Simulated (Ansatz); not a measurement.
HfN:

```xyz
2
Lattice="0.0000 2.2560 2.2560 2.2560 0.0000 2.2560 2.2560 2.2560 0.0000" Properties=species:S:1:pos:R:3 pbc="T T T"
Hf    0.0000    0.0000    0.0000
N     2.2560    2.2560    2.2560
```

```yaml
Program: Ansatz 0.2.0
Task: relaxation of cell and atoms
Functional: revPBE
Potentials_or_basis: Ansatz PAW
Cutoff: "420 eV (not typed: the program's choice for these potentials)"
k_mesh: 10 × 10 × 10
Occupations: fermi-dirac, width 0.05 eV
Spin: no spin polarisation
```

At the start: volume 11.48 Å³/atom.

Q: How do energy, volume and symmetry change on relaxing?

A: It ends after 7 steps and the volume is 11.91 Å³/atom (+3.7 %); space group Fm-3m (No. 225, to 0.05 Å).

Step by step:
```
step  energy change (eV)  largest force (eV/Å)  volume (Å³)
   1              0.0000                0.0000        22.96
   2             -0.0163                0.0000        24.22
   3             -0.0230                0.0000        23.83
   4             -0.0230                0.0000        23.81
   5             -0.0258                0.0000        23.81
   6             -0.0258                0.0000        23.82
   7             -0.0258                0.0000        23.82
```

Final structure:
```
Hf N
1.0
     0.00000    2.28364    2.28364
     2.28364    0.00000    2.28364
     2.28364    2.28364    0.00000
Hf N
1 1
Direct
  0.00000 0.00000 0.00000
  0.50000 0.50000 0.50000
```

Caveat: the plane-wave basis is chosen anew once the cell has moved, so the energies of steps on either side of that aren't comparable; the pressure holds a Pulay correction of +0.4 GPa for the finite cutoff; the PAW data sets come from PBE, with cores solved anew for the run's functional, which leaves a small shift of forces and pressure.
